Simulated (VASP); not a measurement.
SiC, 2 atoms in the cell. It takes space group Imm2 (No. 44, orthorhombic). Conventional cell: a = 3.031 Å, b = 3.071 Å, c = 4.286 Å, α = 90.00°, β = 90.00°, γ = 90.00°. Around Si (site symmetry mm2) lie 4 C at 1.86 to 1.87 Å. C (site symmetry mm2) is surrounded by 4 Si at 1.86 to 1.87 Å. The cell was built by a generator and isn't the measured one. The cell isn't the ideal one: strained cell.

| Quantity | Value |
| --- | --- |
| Program | VASP 6.6.1 |
| Task | relaxation of the atoms |
| Functional | LDA |
| Potentials or basis | VASP PAW LDA potentials, release 64 (Si, C) |
| Cutoff | 520 eV |
| k mesh | 10 × 10 × 10 |
| Occupations | gaussian, width 0.02 eV |
| Spin | no spin polarisation |
| Dipole correction | no |
| Further INCAR settings | ALGO = Normal; EDIFF = 1e-07; IBRION = 2; EDIFFG = -0.002; NSW = 60 |

Potentials or basis: VASP PAW LDA potentials, release 64 (Si, C).

Command:

```bash
$ cat potpaw_LDA.64/Si/POTCAR potpaw_LDA.64/C/POTCAR > POTCAR
$ mpirun -np 1 vasp_std > vasp.out
```

Hardware: 1 thread of Intel(R) Xeon(R) Platinum 8488C (Sapphire Rapids) (shared host).

How long does it take, and how much memory?

It took 23 s on 1 thread of Intel(R) Xeon(R) Platinum 8488C (Sapphire Rapids), on a shared host, peak memory 0.14 GiB. Counts: scf iterations 23, k points 171, ion steps 3.
